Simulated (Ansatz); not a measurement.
# Al in Au(111), 2x2: scattering by a point defect

How strong a scatterer is Al in Au(111), 2x2, and does relaxation matter?

Main program and level: Ansatz 0.2.0; Ansatz plane-wave DFT, PBE, PAW files; ballistic transport by layer matching (Landauer), zero bias; PAW set soft_1.

## 1. The structure

The cell holds 44 atoms: 43 Au and 1 Al. Cell: a = 5.768 Å, b = 5.768 Å, c = 25.954 Å, α = 86.8°, β = 93.2°, γ = 120.0°. It derives from Au. Regions: lead, 24 atoms (24 Au); scattering region, 20 atoms (19 Au and 1 Al). The structure is stacked along c, and the current runs across the ab planes.

## 2. Transmission at ideal sites

The defect sits in one plane of the supercell, all atoms on ideal sites; the layers about the cell's end are the lead. The mesh across the current, 12×12, is finer than the density's, because channels open and close sharply across the zone. Energies from -0.1 to 0.1 eV in steps of 0.05 eV are too few for the program's thermal sum, so it prints no conductance; for a metal the transmission near the Fermi level serves, at a fraction of the cost.

Contents of input.yaml:

```yaml
crystal:
  lattice:
    - [5.7675164607, 0.0, 0.0]
    - [-2.8837582304, 4.9948157718, 0.0]
    - [-1.4418791152, 0.8324692953, 25.9003660885]
  atoms:
    - { symbol: Au, position: [0.0075757576, 0.9924242424, 0.0454545455] }
    - { symbol: Au, position: [0.0075757576, 0.4924242424, 0.0454545455] }
    - { symbol: Au, position: [0.5075757576, 0.9924242424, 0.0454545455] }
    - { symbol: Au, position: [0.5075757576, 0.4924242424, 0.0454545455] }
    - { symbol: Au, position: [0.1893939394, 0.3106060606, 0.1363636364] }
    - { symbol: Au, position: [0.1893939394, 0.8106060606, 0.1363636364] }
    - { symbol: Au, position: [0.6893939394, 0.3106060606, 0.1363636364] }
    - { symbol: Au, position: [0.6893939394, 0.8106060606, 0.1363636364] }
    - { symbol: Au, position: [0.3712121212, 0.1287878788, 0.2272727273] }
    - { symbol: Au, position: [0.3712121212, 0.6287878788, 0.2272727273] }
    - { symbol: Au, position: [0.8712121212, 0.1287878788, 0.2272727273] }
    - { symbol: Au, position: [0.8712121212, 0.6287878788, 0.2272727273] }
    - { symbol: Au, position: [0.053030303, 0.946969697, 0.3181818182] }
    - { symbol: Au, position: [0.053030303, 0.446969697, 0.3181818182] }
    - { symbol: Au, position: [0.553030303, 0.946969697, 0.3181818182] }
    - { symbol: Au, position: [0.553030303, 0.446969697, 0.3181818182] }
    - { symbol: Au, position: [0.2348484848, 0.2651515152, 0.4090909091] }
    - { symbol: Au, position: [0.2348484848, 0.7651515152, 0.4090909091] }
    - { symbol: Au, position: [0.7348484848, 0.2651515152, 0.4090909091] }
    - { symbol: Au, position: [0.7348484848, 0.7651515152, 0.4090909091] }
    - { symbol: Al, position: [0.4166666667, 0.0833333333, 0.5] }
    - { symbol: Au, position: [0.4166666667, 0.5833333333, 0.5] }
    - { symbol: Au, position: [0.9166666667, 0.0833333333, 0.5] }
    - { symbol: Au, position: [0.9166666667, 0.5833333333, 0.5] }
    - { symbol: Au, position: [0.0984848485, 0.9015151515, 0.5909090909] }
    - { symbol: Au, position: [0.0984848485, 0.4015151515, 0.5909090909] }
    - { symbol: Au, position: [0.5984848485, 0.9015151515, 0.5909090909] }
    - { symbol: Au, position: [0.5984848485, 0.4015151515, 0.5909090909] }
    - { symbol: Au, position: [0.2803030303, 0.2196969697, 0.6818181818] }
    - { symbol: Au, position: [0.2803030303, 0.7196969697, 0.6818181818] }
    - { symbol: Au, position: [0.7803030303, 0.2196969697, 0.6818181818] }
    - { symbol: Au, position: [0.7803030303, 0.7196969697, 0.6818181818] }
    - { symbol: Au, position: [0.4621212121, 0.0378787879, 0.7727272727] }
    - { symbol: Au, position: [0.4621212121, 0.5378787879, 0.7727272727] }
    - { symbol: Au, position: [0.9621212121, 0.0378787879, 0.7727272727] }
    - { symbol: Au, position: [0.9621212121, 0.5378787879, 0.7727272727] }
    - { symbol: Au, position: [0.1439393939, 0.8560606061, 0.8636363636] }
    - { symbol: Au, position: [0.1439393939, 0.3560606061, 0.8636363636] }
    - { symbol: Au, position: [0.6439393939, 0.8560606061, 0.8636363636] }
    - { symbol: Au, position: [0.6439393939, 0.3560606061, 0.8636363636] }
    - { symbol: Au, position: [0.3257575758, 0.1742424242, 0.9545454545] }
    - { symbol: Au, position: [0.3257575758, 0.6742424242, 0.9545454545] }
    - { symbol: Au, position: [0.8257575758, 0.1742424242, 0.9545454545] }
    - { symbol: Au, position: [0.8257575758, 0.6742424242, 0.9545454545] }
kpoints:
  mp_grid: { grid: [5, 5, 1] }
hamiltonian:
  xc: pbe
  pseudopotentials: { kind: paw, azcp: { folder: soft_1 } }
scf:
  occupations: { method: fermi_dirac, width: 0.1 }
output:
  transmission: { leads: [[0, 4]], kmesh: [12, 12], e_range: [-0.1, 0.1], de: 0.05 }
  write_potential: true
  write_density: true
  volumetric_format: npy
  elf: true
```

Command:

```bash
$ ansatz run input.yaml --threads 4 --pin off --max-ram 15360MiB --backend cpu --events-out ev --progress --plain --runs-dir out
```

Numbers of over 12 decimals in the logs are rounded to 6 here.

Output:

```text
Engine: ansatz 0.2.0, aarch64-unknown-linux-gnu
Pseudopotentials: kind: paw
Pseudopotential: Au, paw, valence charge 19, recommended cutoff 420 eV (normal), soft_1/Au.paw.azcp
Pseudopotential: Al, paw, valence charge 3, recommended cutoff 420 eV (normal), soft_1/Al.paw.azcp
Functional definition: PBE
  parameter kappa = 0.804
  parameter beta = 0.066725
  exchange = pbe_x(kappa = kappa, mu = beta*pi^2/3)
  correlation = pbe_c(beta = beta)
Crystal: 44 atoms, lattice volume = 746.130 Å³
Basis set: ecut = 420 eV, 14649 PW (Γ)
Bands: 492, of which v1, the nominal top of the filled ones, is band 410 counted from 1 (409 counted from 0)
Symmetry: 4 space group operations
Space group: C2/m (ITA 12), of the structure as read, at distance tolerance 9.1e-5 Å
k-points: 9 of 25
Non-local potential: Au, projectors of the file, l = 0: 3, l = 1: 2, l = 2: 2, l = 3: 1
Non-local potential: Al, projectors of the file, l = 0: 2, l = 1: 2, l = 2: 1
PAW form: soft (Blöchl's): semilocal exchange-correlation on the pseudo side does not see the compensation charge
PAW one-centre angular grid: Au, 590 points (default); XC on 64 Gauss nodes
PAW one-centre angular grid: Al, 110 points (default); XC on 64 Gauss nodes
Initial density: superposition of atomic densities (chi_scale 0.1, normalization cell, long waves 27 % of neutral atoms (reshape's long-wave potential 1.27 eV rms, cloud 2.57 Å wide))
Initial wavefunctions: pseudopotential atomic-orbital guess
Functional: x = pbe(κ = 0.804, μ = 0.219515), c = pbe(β = 0.066725)
SCF iter   1: F=—  HF=-566059.055831 eV  |F-HF|=—  |Δ(HF+E_count)|=         —  Δρ=7.65e-2  dr2=4.85e2  ethr=3.10e-3  ⟨swp⟩=4.3  Hψ=13333  notcnv=0  defer=124
preconditioner: auto → Kerker (q_TF=auto, 2.772 Å⁻¹)  [metal: Δε(μ)=0.062 eV  Ē_g=9.901 eV  σ=0.100 eV  W_gap=0.15  n_scr=292 (ndim 8)  ℏωp=29.7 eV  f_vac=0.000  D(μ)=11.12/eV (n_scr^D=66)]
SCF iter   2: F=—  HF=-566047.577044 eV  |F-HF|=—  |Δ(HF+E_count)|=    1.15e1  Δρ=4.30e-2  dr2=3.11e2  ethr=3.10e-3  ⟨swp⟩=3.0  Hψ=7262  notcnv=0  defer=502
SCF iter   3: F=—  HF=-566040.046567 eV  |F-HF|=—  |Δ(HF+E_count)|=    7.53e0  Δρ=9.51e-3  dr2=4.14e1  ethr=3.10e-3  ⟨swp⟩=3.0  Hψ=11357  notcnv=0  defer=506
SCF iter   4: F=—  HF=-566039.330489 eV  |F-HF|=—  |Δ(HF+E_count)|=   7.16e-1  Δρ=4.83e-3  dr2=5.67e0  ethr=3.10e-3  ⟨swp⟩=1.1  Hψ=5095  notcnv=0  defer=505
SCF iter   5: F=—  HF=-566039.207225 eV  |F-HF|=—  |Δ(HF+E_count)|=   1.23e-1  Δρ=1.70e-3  dr2=6.76e-2  ethr=6.92e-4  ⟨swp⟩=1.4  Hψ=3925  notcnv=0  defer=505
SCF iter   6: F=—  HF=-566039.208696 eV  |F-HF|=—  |Δ(HF+E_count)|=   1.47e-3  Δρ=4.83e-4  dr2=6.05e-3  ethr=8.25e-6  ⟨swp⟩=1.0  Hψ=4437  notcnv=0  defer=510
SCF iter   7: F=—  HF=-566039.208592 eV  |F-HF|=—  |Δ(HF+E_count)|=   1.03e-4  Δρ=1.44e-4  dr2=5.04e-4  ethr=7.38e-7  ⟨swp⟩=1.9  Hψ=4756  notcnv=0  defer=510
SCF iter   8: F=—  HF=-566039.208541 eV  |F-HF|=—  |Δ(HF+E_count)|=   5.14e-5  Δρ=4.69e-5  dr2=5.11e-5  ethr=6.15e-8  ⟨swp⟩=2.0  Hψ=6045  notcnv=0  defer=510
SCF iter   9: F=—  HF=-566039.209427 eV  |F-HF|=—  |Δ(HF+E_count)|=   8.86e-4  Δρ=1.16e-5  dr2=5.43e-6  ethr=6.23e-9  ⟨swp⟩=2.0  Hψ=5918  notcnv=0  defer=510
SCF iter  10: F=—  HF=-566039.209427 eV  |F-HF|=—  |Δ(HF+E_count)|=   4.38e-7  Δρ=3.87e-6  dr2=1.06e-6  ethr=6.62e-10  ⟨swp⟩=2.0  Hψ=4913  notcnv=0  defer=510
SCF iter  11: F=—  HF=-566039.209427 eV  |F-HF|=—  |Δ(HF+E_count)|=   6.41e-8  Δρ=1.49e-6  dr2=1.81e-7  ethr=1.29e-10  ⟨swp⟩=2.0  Hψ=3976  notcnv=0  defer=510
SCF iter  12: F=-566039.209427 eV  HF=-566039.209427 eV  |F-HF|=1.97e-8  |Δ(HF+E_count)|=   1.50e-8  Δρ=5.87e-7  dr2=2.09e-8  ethr=1.22e-11  ⟨swp⟩=9.3  Hψ=17159  notcnv=0
SCF 1 converged in 12 iterations: F = -566039.209427 eV  dr2 = 2.09e-8
  greatest PAW one-centre occupation: 1.000 electrons in one spin orbital (limit 2), on the Au atom at site 23 (counted from 0), in its partial waves of l = 0
transmission: 163 of 1591 steps passed
transmission: 319 of 1591 steps passed
[...]
transmission: 1591 of 1591 steps passed
SCF converged after 12 iterations
Free energy (F): -566039.209427 eV
Harris-Foulkes:  -566039.209427 eV  (|F-HF|=1.97e-8)
Internal energy: -566038.691370 eV  (E = F + TS)
E sigma→0 (E₀):  -566038.950399 eV
Entropy (-TS):   -0.518057 eV (-11.774 meV/atom)
Fermi energy:    20.445548 eV
--- Per-component energies (eV) ---
  E_band       = -9053.328793
  E_kinetic    = 24892.547561
  E_local      = -77476.687987  (includes V_loc(G=0)·N_el)
  E_nonlocal   = 4221.884819
  E_hartree    = 33815.793573
  E_xc         = -9307.700834
  E_vxc        = -11289.622736  (∫ρ·V_xc dr)
  E_paw        = -418926.364835  (= ΣΔE_a)
  E_vpaw       = -17033.122609  (= ΣTr[D̂ρ^β])
  E_aug_tail   = 0.073318  (compensation charges beyond the density's cutoff)
  E_ewald      = -123258.236985
  E_smearing   = -0.518057  (= −TS)
  E_closure    = 0.000000  (closes the sum)
  Σ components = -566039.209427   (vs F -566039.209427, Δ=0.00e0)
--- Band table (eV; the first three rows and the last of 9) ---
  k-point 0: bands = [... 406 lower, 20.5366, 20.6446, 20.8478, 20.8867, 21.0176, 21.0412, 21.1307, 21.1817, ... 78 higher]
  k-point 1: bands = [... 406 lower, 20.0942, 20.2316, 20.2748, 20.3516, 20.3876, 20.4641, 20.4915, 20.5765, ... 78 higher]
  k-point 2: bands = [... 406 lower, 20.1970, 20.2154, 20.2741, 20.3651, 20.4158, 20.6184, 20.6968, 20.8072, ... 78 higher]
  k-point 8: bands = [... 406 lower, 20.1772, 20.1868, 20.2444, 20.2470, 20.4877, 20.5000, 20.5699, 20.5814, ... 78 higher]
--- Transmission ---
  basis      : 253 plane waves across, 37 finite elements along
  points     : 43, standing for a mesh of 12 x 12
  energies   : 5 from -0.100000 to 0.100000 eV about the Fermi level, 0.050000 eV apart; the leads are filled to 0.000000 eV, and channels, transmission and decay are at 0.000000 eV
  crystal 0  : Au4, at the sites [0, 4], period 2.3546 Å, over 23.55 Å; its Hamiltonian steps by up to 5.9 meV
    offset         : up to 0.0000 Å between an atom of the period and one for which it stands
    channels       : 3.187500e0 a spin
    conductance    : none, the energies end too early or step too widely for 300 K: set another output.transmission.e_range or a lower de, or, where they end at an eighth of basis.ecutwfc, a higher one
  junction   : crystal 0 to crystal 0, 0.70 to 24.24 Å
    transmission   : 2.895417e0 a spin
    conductance    : none, the energies end too early or step too widely for 300 K: set another output.transmission.e_range or a lower de, or, where they end at an eighth of basis.ecutwfc, a higher one
```

The job ended after 9.9 min (4 threads of Arm Neoverse V1, shared host; peak memory 6.4 GiB; 37 min of CPU time).

This step gave:

| Item | Value |
| --- | --- |
| free energy | -566039.2094 eV |
| energy at zero smearing | -566038.9504 eV |
| Fermi energy | 20.45 eV |
| cell area | 28.81 Å² |
| transmission per spin nearest the Fermi level | 2.895 |
| open channels per spin nearest the Fermi level | 3.188 |
| step of the lead's potential | 5.9 meV |

Per spin. Transmission, zone mean against energy, zero at the Fermi level:

```
energy (eV)  transmission, zone mean
    -0.1000                     2.89
    -0.0500                     2.89
     0.0000                     2.90
     0.0500                     2.90
     0.1000                     2.90
```

Per spin. Open channels, zone mean, lead against energy, zero at the Fermi level:

```
energy (eV)  open channels, zone mean, lead
    -0.1000                            3.19
    -0.0500                            3.19
     0.0000                            3.19
     0.0500                            3.19
     0.1000                            3.15
```

Transmission over k1 and k2. At 0.0000 eV from the Fermi level.

Ten even steps from '_' (1.46) to '@' (3.69):
```
**@@********@@**********
****@@******@@**********
******@@++++@@**********
******++**==**++********
******++==....==++******
@@@@@@@@**..__..**@@@@@@
********++==....==++****
**********++**==**++****
************@@++++@@****
************@@******@@**
************@@********@@
@@**********@@**********
```
Columns: k1 (b1) from -0.5 to 0.417; rows upwards: k2 (b2) from -0.5 to 0.417.

Open channels over k1 and k2. At 0.0000 eV from the Fermi level.

Values, 12 rows by 12 columns:
```
3.00 4.00 3.00 3.00 3.00 3.00 4.00 3.00 3.00 3.00 3.00 3.00
3.00 3.00 4.00 3.00 3.00 3.00 4.00 3.00 3.00 3.00 3.00 3.00
3.00 3.00 3.00 4.00 3.00 3.00 4.00 3.00 3.00 3.00 3.00 3.00
3.00 3.00 3.00 3.00 4.00 3.00 4.00 3.00 3.00 3.00 3.00 3.00
3.00 3.00 3.00 3.00 3.00 3.00 3.00 3.00 3.00 3.00 3.00 3.00
4.00 4.00 4.00 4.00 4.00 3.00 3.00 3.00 4.00 4.00 4.00 4.00
3.00 3.00 3.00 3.00 3.00 3.00 3.00 3.00 3.00 3.00 3.00 3.00
3.00 3.00 3.00 3.00 3.00 3.00 4.00 3.00 4.00 3.00 3.00 3.00
3.00 3.00 3.00 3.00 3.00 3.00 4.00 3.00 3.00 4.00 3.00 3.00
3.00 3.00 3.00 3.00 3.00 3.00 4.00 3.00 3.00 3.00 4.00 3.00
3.00 3.00 3.00 3.00 3.00 3.00 4.00 3.00 3.00 3.00 3.00 4.00
4.00 3.00 3.00 3.00 3.00 3.00 4.00 3.00 3.00 3.00 3.00 3.00
```
Columns: k1 (b1) from -0.5 to 0.417; rows upwards: k2 (b2) from -0.5 to 0.417.

Electrostatic potential energy in the ca plane at fractional y = 0.083, with atoms of Al and Au within 0.2 Å of it. With pseudopotentials it is smooth inside the atoms' cores, unlike the true potential.

Ten even steps from '0' (-25 eV) to '9' (23 eV), each cell a mean:
```
99984113799889999999998300017999999999999961
99961000599999999999998200027999999999889973
99961000599999999999998510158998899986558998
99973113799767899987899866789986689974236999
99998668997424799866799998999975579973136999
89999999996213699865799988899986689986468986
89999888997434799877899866679998899998889972
99996435898778999999998668768999999999999960
99972001699999999999998689858999999999999962
99961000599999999999998668768999999998778986
99972001699888999988999766689987789985347999
99986336898645899876899988899975579973126999
99999889997313699755799999999976679974247998
89999999997323699866899876689987789997778984
99998767998656899988999620148999999999999961
```
Columns run along c (16.0 Å, from fractional 0.15 to 0.76 of the cell; values clipped at the 3rd and 97th percentile), rows up along a (5.8 Å). Atoms in or near the plane, at fractional coordinates: Al at (0.50, 0.42), Au at (0.50, 0.92).

Valence density in the ca plane at fractional y = 0.083, with atoms of Al and Au within 0.2 Å of it. It is the smooth field of the valence electrons, not physical close to the nuclei.

Ten steps, logarithmic in the rise over the least value, from '0' (0 e/Å³) to '9' (13 e/Å³), each cell a mean:
```
21135776422222111111113699973111110011111247
11247998521111100111113699973111111112222236
11247998521222111122212578752122321124553223
21236776322343211233322344421234432236764211
21123443223565422344321122211234532246764212
22111221124676422344321111111234432234543224
22112332223565321233221111111122221112322247
21124665322343211122211100011111111011111247
21236887421221100111111100011111110011221247
11247998521111100111111100011112211123432234
11247887422232211222211111111123322235654222
21124664223454322344321111111234432246764211
21112332124676422345421122211234432235653223
22111222124676422344321244432223321123432235
21112443223454311222212478753112211111221247
```
Columns run along c (16.0 Å, from fractional 0.15 to 0.76 of the cell), rows up along a (5.8 Å). Atoms in or near the plane, at fractional coordinates: Al at (0.50, 0.42), Au at (0.50, 0.92).

ELF in the ca plane at fractional y = 0.083, with atoms of Al and Au within 0.2 Å of it. It is the smooth field of the valence electrons, not physical close to the nuclei.

Values, 8 rows by 16 columns, each cell a mean:
```
0.20 0.39 0.52 0.24 0.22 0.15 0.17 0.20 0.41 0.65 0.28 0.20 0.15 0.18 0.21 0.35
0.20 0.42 0.54 0.24 0.25 0.18 0.21 0.22 0.33 0.45 0.23 0.27 0.21 0.32 0.35 0.23
0.20 0.25 0.29 0.25 0.44 0.27 0.30 0.30 0.26 0.34 0.25 0.35 0.24 0.37 0.39 0.22
0.21 0.21 0.27 0.24 0.41 0.25 0.25 0.28 0.39 0.34 0.36 0.25 0.18 0.22 0.23 0.34
0.20 0.39 0.52 0.24 0.22 0.15 0.18 0.26 0.33 0.17 0.40 0.21 0.15 0.18 0.21 0.35
0.20 0.42 0.54 0.24 0.24 0.18 0.21 0.26 0.40 0.33 0.35 0.28 0.21 0.32 0.35 0.23
0.20 0.25 0.29 0.25 0.44 0.27 0.30 0.31 0.28 0.35 0.24 0.35 0.24 0.37 0.39 0.22
0.21 0.21 0.26 0.24 0.41 0.25 0.26 0.25 0.30 0.43 0.24 0.24 0.18 0.22 0.23 0.34
```
Columns run along c (16.0 Å, from fractional 0.15 to 0.76 of the cell), rows up along a (5.8 Å). Atoms in or near the plane, at fractional coordinates: Al at (0.50, 0.42), Au at (0.50, 0.92).

Over the solved energies the transmission per spin lies between 2.89 and 2.90, out of 3.18 channels of the lead on average (up to 3.19).

## 3. Resistance at ideal sites

This step: Ansatz plane-wave DFT, PBE, PAW files; ballistic transport by layer matching (Landauer), zero bias; area resistance of the defect plane and resistivity an atomic per cent; PAW set soft_1 (Ansatz 0.2.0).

Numbers from this step:

```yaml
area_resistance: 0.1177 fΩ m²
t_over_the_leads_mean_channel_count: 0.9083
resistivity_per_at_scaled_from_this_dense_plane_with_the_factor_3_over_4_for_isotropic_scattering: 1.500 µΩ cm
```

Averaged over the energies near the Fermi level, 90.8 % of the channels pass, which makes 0.118 fΩ m².

By hand, with T and the leads' channels N averaged over the energies near the Fermi level: RA = A (h/2e²)(1/T − 1/N) = 28.81×10⁻²⁰ m² × 12 906 Ω × (1/2.895 − 1/3.188) = 0.118 fΩ m². Per atomic per cent: RA × A / V_atom × 0.01 × 3/4 = 1.50 µΩ cm, with the host's V_atom = 16.96 Å³.

## 4. Summary of results

| Item | Value |
| --- | --- |
| share of channels that pass, rigid | 0.908 |
| area resistance, rigid | 0.118 fΩ m² |
| resistivity per at.% from the area resistance, times 3/4, rigid | 1.50 µΩ cm |

**Reading.** The plane of defects adds 0.12 fΩ m². Scaled to one atomic per cent that is 2.0 µΩ cm as it stands and 1.5 with the factor 3/4 for isotropic scattering on a spherical Fermi surface. These are rough estimates of the dilute value, not bounds. One Al in each 2x2 cell reflects 9.2 % of the lead's channels. The defects form a dense periodic sheet that scatters coherently, unlike a dilute random alloy. T and N are means over the solved energies nearest the Fermi level. Spin-orbit coupling is left out, which matters for Au.

[Logs are printed without paths, hosts, clocks, repeated set-up lines and the standing remarks that a program may print on its own settings, such as how far it seeks lower states.]

[Hosts, paths, dates, database ids (printed as entryN), source tags and the programs' standing remarks are cut or masked in the printed files.]
